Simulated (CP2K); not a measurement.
Runs of CP2K 2026.2 on K. The structure is cubic, space group Fm-3m (No. 225). Conventional cell: a = 6.784 Å, b = 6.784 Å, c = 6.784 Å, α = 90.00°, β = 90.00°, γ = 90.00°. This isn't the form of K at room conditions, which is bcc.

```tsv
level	gap on the mesh (eV)	pressure (GPa)
PW91	none	-0.2
WC	none	-0.2
BLYP	none	-0.1
PBEsol	none	-0.3
LDA	none	(a)
PBE	none	-0.2
TASK	none	1.4
```

Alike in all rows: task single point; potentials or basis POTENTIAL_UZH K GTH-PBE-q9; TZVP-MOLOPT-PBE-GTH basis; no spin polarisation; cell as given; k mesh 7 × 7 × 7; smearing fermi-dirac 0.05 eV.

Fill in the values left out.

(a) -0.6.

Caveats: the basis of atomic orbitals isn't converged, which shifts pressures, moduli and gaps; the potentials were made for another functional, which shifts forces and pressure (some runs).

A gap of «none» marks a metal or a gap under the smearing width.
